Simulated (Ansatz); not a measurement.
Input of an Ansatz 0.2.0 run:

File input.yaml:

```yaml
crystal:
  lattice:
    - [3.223, 0.0, 0.0]
    - [-1.6115, 2.7911998764, 0.0]
    - [0.0, 0.0, 3.191]
  atoms:
    - { symbol: Mo, position: [0.0, 0.0, 0.0] }
    - { symbol: P, position: [0.3333333333, 0.6666666667, 0.5] }
kpoints:
  mp_grid: { grid: [10, 10, 8] }
scf:
  occupations: { method: gaussian, width: 0.025 }
hamiltonian:
  xc: pbe
  pseudopotentials: { kind: all_electron, lapw: { basis_error: 0.001 } }
output:
  forces: true
  stress: true
  eigenvalues: true
```

Potentials or basis: all-electron LAPW, scalar-relativistic.

Run with:

```sh
$ ansatz run input.yaml --threads 1 --pin off --max-ram 3072MiB --backend cpu --events-out ev --progress --plain --runs-dir out
```

Q: What does it give for the pressure?

A: 2.6 GPa.

Q: Predict the band gap on the k mesh.

A: None (metal or under the smearing width).

Stress tensor (GPa, compression positive):
```
2.83 0.00 0.00
0.00 2.83 0.00
0.00 0.00 2.04
```
